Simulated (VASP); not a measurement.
# VASP 6.6.1 run: PbS

INCAR

```
NBANDS = 17
NSW = 0
AMIX = 0.6
EDIFF = 1E-7
NELM = 73
LWAVE = .FALSE.
GGA = PE
LREAL = .TRUE.
ENCUT = 520
ISMEAR = -1
ISIF = 2
LCHARG = .FALSE.
PREC = Accurate
LASPH = .TRUE.
IBRION = -1
SIGMA = 0.02
```

KPOINTS

```
KPOINTS created by Atomic Simulation Environment
0
Gamma
8 8 8
0 0 0
```

POSCAR

```
Pb S
 1.0000000000000000
     0.0000000000000000    2.9274880227000000    3.0017010121999999
     2.9274880227000000    0.0000000000000000    3.0017010121999999
     2.9274880227000000    2.9274880227000000    0.0000000000000000
 Pb  S
   1   1
Cartesian
  0.0000000000000000  0.0000000000000000  0.0000000000000000
  2.9274880227000000  2.9274880227000000  3.0017010121999999
```

The recommended PBE PAW datasets give the neutral cell 20 valence electrons.

Command

```
mpirun -np 1 vasp_std
```

Problem. How does this run end, and what does it give?

Solution. It converged. Results: gap between bands v and c on the k mesh 0.30 eV; least direct gap on the k mesh 0.30 eV; pressure 3.1 GPa. Band v is the last that the valence electrons fill when counted band by band, and c is the next.

OSZICAR

```
N       E                     dE             d eps       ncg     rms          rms(c)
DAV:   1     0.158377873897E+03    0.15838E+03   -0.97209E+03  2006   0.123E+03
DAV:   2     0.308115997185E+01   -0.15530E+03   -0.14951E+03  2119   0.313E+02
DAV:   3    -0.889931928485E+01   -0.11980E+02   -0.11760E+02  2672   0.924E+01
DAV:   4    -0.919684422257E+01   -0.29752E+00   -0.29726E+00  2556   0.156E+01
DAV:   5    -0.920776158625E+01   -0.10917E-01   -0.10916E-01  3049   0.290E+00    0.475E+00
DAV:   6    -0.875482235049E+01    0.45294E+00   -0.29921E+00  3213   0.117E+01    0.366E+00
DAV:   7    -0.873140487082E+01    0.23417E-01   -0.26799E-01  2639   0.359E+00    0.186E+00
DAV:   8    -0.873611469704E+01   -0.47098E-02   -0.26164E-02  2502   0.127E+00    0.581E-01
DAV:   9    -0.873525733759E+01    0.85736E-03   -0.28175E-03  2763   0.430E-01    0.859E-02
DAV:  10    -0.873534247511E+01   -0.85138E-04   -0.32730E-04  2434   0.909E-02    0.940E-02
DAV:  11    -0.873533578278E+01    0.66923E-05   -0.23865E-05  2746   0.382E-02    0.138E-02
DAV:  12    -0.873533533392E+01    0.44885E-06   -0.18378E-06  2601   0.105E-02    0.127E-03
DAV:  13    -0.873533515939E+01    0.17453E-06   -0.87961E-08  2228   0.192E-03    0.390E-04
DAV:  14    -0.873533515223E+01    0.71625E-08   -0.44846E-09  1507   0.656E-04
   1 F= -.87353352E+01 E0= -.87353335E+01  d E =-.327611E-05
```

Standard output (part)

```
POSCAR found type information on POSCAR PbS
 POSCAR found :  2 types and       2 ions
|     You have a (more or less) 'small supercell' and for smaller cells       |
|     it is recommended to use the reciprocal-space projection scheme!        |
|     The real-space optimization is not efficient for small cells and it     |
|     is also less accurate ...                                               |
|     Therefore, set LREAL=.FALSE. in the INCAR file.                         |
|     The real-space projection scheme for the treatment of the non-local     |
|     real-space optimization of all non-local projectors! BE WARNED that     |
|     a calculation using the real-space projection scheme together with      |
|     non-local projectors which were not real-space optimized (according     |
|     to the plane-wave cutoff used in this calculation) might give more      |
|     or less inaccurate results. I hope you know what you are doing.         |
 LDA part: xc-table for (Slater+PW92), standard interpolation
 POSCAR, INCAR and KPOINTS ok, starting setup
 WAVECAR not read
 entering main loop
```

For comparison, a separate PBE run of the intended cell, on usual settings and not on those above, gives a gap of 0.29 eV on its mesh and a pressure of 3.2 GPa.
